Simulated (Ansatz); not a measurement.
# CuO under changes of volume

One of the cells (9.482 Å³/atom); the others are scaled copies at fixed shape and fractional positions:

```
Cu O
1.0
     0.00000   -2.11656   -2.11656
    -2.11656    0.00000   -2.11656
     2.11656    2.11656   -4.23312
Cu O
2 2
Direct
  0.50389 0.47699 0.48801
  0.00389 0.97699 0.98801
  0.74611 0.77301 0.76199
  0.24611 0.27301 0.26199
```

The cell comes from a database or a generator and needn't be the stable form of this composition.

- Program: Ansatz 0.2.0
- Functional: LDA
- Potentials or basis: Ansatz PAW
- Cutoff: 420 eV (not typed: the program's choice for these potentials)
- k mesh: 10 × 10 × 6
- Occupations: fermi-dirac, width 0.05 eV
- Spin: no spin polarisation

| volume (Å³/atom) | energy over the lowest point (meV/atom) | pressure (GPa) | largest force (eV/Å) |
| --- | --- | --- | --- |
| 8.913 | 0.00 | 1.2 | 1.360 |
| 9.103 | 1.34 | -3.3 | 1.234 |
| 9.292 | ? | ? | ? |
| 9.482 | 18.62 | -10.9 | 1.008 |
| 9.671 | 33.43 | -14.0 | 0.906 |
| 9.861 | 51.82 | -16.8 | 0.811 |
| 10.051 | 73.31 | -19.3 | 0.723 |

Task: What does the run at 9.292 Å³/atom give?

Result: Energy over the lowest point 7.74 meV/atom; pressure -7.3 GPa; largest force 1.117 eV/Å.

Worked out: A Birch-Murnaghan fit of order 3 (a polynomial in V^(-2/3)) to the other rows has its minimum at 8.96 Å³/atom with B0 = V·E''(V) = 222 GPa and B' = 4.8 at fixed shape and positions, which overstates the stiffness. It gives 7.72 meV/atom at 9.292 Å³/atom, against the run's 7.74, and -dE/dV = -7.4 GPa, against -7.3.

Energies are extrapolated to zero smearing.

Caveats: the run has no spin polarisation, though such a crystal can be magnetic; the PAW data sets come from PBE, with cores solved anew for the run's functional, which leaves a small shift of forces and pressure; forces of over 1 eV/Å show positions far from the minimum, so gaps and moduli don't describe the material at rest (some runs).
